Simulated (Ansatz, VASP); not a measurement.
# KI: VASP beside Ansatz

```
CELL_PARAMETERS angstrom
0.00000 3.47714 3.47714
3.47714 0.00000 3.47714
3.47714 3.47714 0.00000
ATOMIC_POSITIONS crystal
K 0.00000 0.00000 0.00000
I 0.50000 0.50000 0.50000
```

Alike in both runs: task single point; functional PBE; k mesh 6 × 6 × 6; occupations gaussian, width 0.02 eV; no spin polarisation.

```csv
,VASP,Ansatz
version,VASP 6.6.1,Ansatz 0.2.0
potentials or method,"VASP PAW PBE potentials, release 64 (K_sv, I)","scalar-relativistic, plane waves, PAW"
plane-wave cutoff (eV),520,420
valence electrons in the cell,16,26
```

```csv
,VASP,Ansatz,Ansatz less VASP
gap on the k mesh at the Fermi level (eV),4.08,4.08,+0.004
least direct gap on the mesh (eV),4.08,4.08,+0.004
pressure (GPa),1.3,1.3,-0.05
```

With one functional, cell and mesh, what is left measures potentials, basis and numerics. The two sets of potentials don't hold the same shells in valence.

Caveats: spin-orbit coupling is left out, which moves the levels of the heavy elements. Expect the measured gap to be larger: semilocal functionals such as PBE lack the derivative discontinuity.
